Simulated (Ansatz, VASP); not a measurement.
## One calculation of Mg, two programs

```
Mg
1.0
    -1.77276    1.77276    1.77276
     1.77276   -1.77276    1.77276
     1.77276    1.77276   -1.77276
Mg
1
Direct
  0.00000 0.00000 0.00000
```

This isn't the form of Mg at room conditions, which is hcp.

Alike in both runs: task single point; functional PBE; k mesh 11 × 11 × 11; occupations fermi-dirac, width 0.05 eV; no spin polarisation.

|  | VASP | Ansatz |
| --- | --- | --- |
| version | VASP 6.6.1 | Ansatz 0.2.0 |
| potentials or method | VASP PAW PBE potentials, release 64 (Mg) | Ansatz PAW |
| plane-wave cutoff (eV) | 520 | 420 |
| valence electrons in the cell | 2 | 10 |

Ansatz gave:

| Quantity | Value |
| --- | --- |
| gap on the k mesh at the Fermi level (eV) | none |
| pressure (GPa) | 0.9 |

What did VASP give for the same quantities?

gap on the k mesh at the Fermi level (eV): none; pressure (GPa): 0.8.

A gap of «none» marks a metal or a gap that the smearing closes. With one functional, cell and mesh, what is left measures potentials, basis and numerics. The two sets of potentials don't hold the same shells in valence.
